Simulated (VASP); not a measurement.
# AgCl (Chlorargyrite): single point with LDA

Crystal: AgCl (Chlorargyrite).

```
Ag Cl
1.0
     0.00000    2.67712    2.67712
     2.67712    0.00000    2.67712
     2.67712    2.67712    0.00000
Ag Cl
1 1
Direct
  0.00000 0.00000 0.00000
  0.50000 0.50000 0.50000
```

The cell isn't the ideal one: relaxed again under DFT LDA, scalar-relativistic, plane waves, PAW.

```json
{
  "Program": "VASP 6.6.1",
  "Task": "single point",
  "Functional": "LDA",
  "Potentials or basis": "VASP PAW LDA potentials, release 64 (Ag, Cl)",
  "Cutoff": "520 eV",
  "k mesh": "8 × 8 × 8",
  "Occupations": "gaussian, width 0.02 eV",
  "Spin": "no spin polarisation"
}
```

```json
{
  "Pressure": "0.0 GPa",
  "Band gap on the k mesh": "0.65 eV, indirect (least direct gap 3.37 eV)"
}
```

Levels at points of the mesh, in eV from the valence-band top:
```
           k point  band 7  band 8  band 9  band 10  band 11  band 12
(0.00, 0.00, 0.00)   -2.76   -2.76   -2.76     0.65    10.71    10.71
(0.50, 0.00, 0.00)   -2.13    0.00    0.00     3.67     6.95     7.24
(0.50, 0.50, 0.00)   -2.36   -2.36   -2.19     1.94     7.71     8.75
```

Run time: 12 s on 1 thread of Intel(R) Xeon(R) Platinum 8488C (Sapphire Rapids) (shared host), peak memory 0.14 GiB.

A k mesh can miss the band edges.
